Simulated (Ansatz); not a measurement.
The system is Al2Cu.

```xyz
3
Lattice="4.1052 0.0000 0.0000 0.0000 4.1052 0.0000 0.0000 0.0000 2.8913" Properties=species:S:1:pos:R:3 pbc="T T T"
Cu    0.0000    0.0000    0.0000
Al    0.0000    2.0526    1.4457
Al    2.0526    0.0000    1.4457
```

The cell comes from a database or a generator and needn't be the stable form of this composition.

Base run:

```yaml
Program: Ansatz 0.2.0
Functional: LDA
Potentials_or_basis: all-electron LAPW, scalar-relativistic
Cutoff: 233 eV (chosen from the basis error)
Basis_error_allowed: 0.002 eV/atom
k_mesh: 7 × 7 × 9
Occupations: fermi-dirac, width 0.05 eV
Spin: no spin polarisation
```

Its results: pressure -5.1 GPa.

The run is repeated on the same cell with these changes: functional from LDA to PBEsol. What comes out?

Pressure -2.4 GPa.

PBEsol binds less tightly than LDA, so the same cell stands under more pressure.
